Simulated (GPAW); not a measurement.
CuO (Tenorite): single point with LDA+U

The system is CuO (Tenorite).

```
CELL_PARAMETERS angstrom
2.90048 0.00000 0.00000
0.88113 2.76341 0.00000
-0.68631 -0.50152 5.05787
ATOMIC_POSITIONS crystal
Cu 0.50000 0.00000 0.50000
Cu 0.00000 0.50000 0.00000
O 0.41840 0.58160 0.75000
O 0.58160 0.41840 0.25000
```

```
Program             : GPAW 26.7.0
Task                : single point
Functional          : LDA
Potentials or basis : the program's PAW data sets (release 1.2.1) made for this functional
Cutoff              : 650 eV
Basis               : pw
k mesh              : 8 × 8 × 4
Occupations         : fermi-dirac, width 0.01 eV
Spin                : no spin polarisation
Hubbard terms       : Cu d U = 6.2 eV
Maxiter             : 150
```

* Pressure: -11.7 GPa
* Largest force: 0.283 eV/Å
* Band gap on the k mesh: none (metal or under the smearing width)

Forces on the atoms (eV/Å):
```
Cu   0.000  0.000  0.000
Cu   0.000  0.000  0.000
O    0.167 -0.229  0.000
O   -0.167  0.229  0.000
```

Stress tensor (GPa, compression positive):
```
-10.92  -1.01   0.20
 -1.01 -10.28   0.15
  0.20   0.15 -13.95
```

Levels at points of the mesh, in eV from the Fermi level:
| k point | band 14 | band 15 | band 16 | band 17 | band 18 | band 19 | band 20 | band 21 |
| --- | --- | --- | --- | --- | --- | --- | --- | --- |
| (0.00, 0.00, 0.00) | -2.73 | -2.71 | -2.28 | 0.22 | 0.99 | 1.95 | 6.51 | 8.43 |
| (0.00, 0.00, 0.50) | -3.17 | -1.92 | -1.92 | 0.33 | 0.33 | 4.21 | 4.21 | 12.02 |
| (0.00, 0.50, 0.00) | -2.67 | -2.42 | -1.91 | 0.08 | 0.34 | 5.31 | 6.82 | 7.28 |
| (0.00, 0.50, 0.50) | -2.81 | -2.73 | -2.72 | -0.22 | 0.75 | 5.57 | 6.90 | 8.49 |
| (0.50, 0.00, 0.00) | -2.67 | -2.42 | -1.91 | 0.08 | 0.34 | 5.31 | 6.82 | 7.28 |
| (0.50, 0.00, 0.50) | -2.81 | -2.73 | -2.72 | -0.23 | 0.75 | 5.57 | 6.90 | 8.49 |
| (0.50, 0.50, 0.00) | -3.50 | -2.32 | -2.11 | -1.10 | 1.14 | 3.83 | 7.51 | 9.05 |
| (0.50, 0.50, 0.50) | -2.72 | -2.07 | -2.07 | -0.41 | -0.41 | 5.61 | 5.61 | 9.42 |

Wall time 2.1 min on 1 thread of Arm Neoverse V2 (shared host), peak memory 0.29 GiB.

Caveat: with this Cu data set, volumes or pressures lay over 1.5 % or 2 GPa off other programs in two to four cells of ten; the cutoff is short for stress and forces, so pressures can be off by a GPa or more; the run has no spin polarisation, though such a crystal can be magnetic; U without spin polarisation on a metal has little footing.
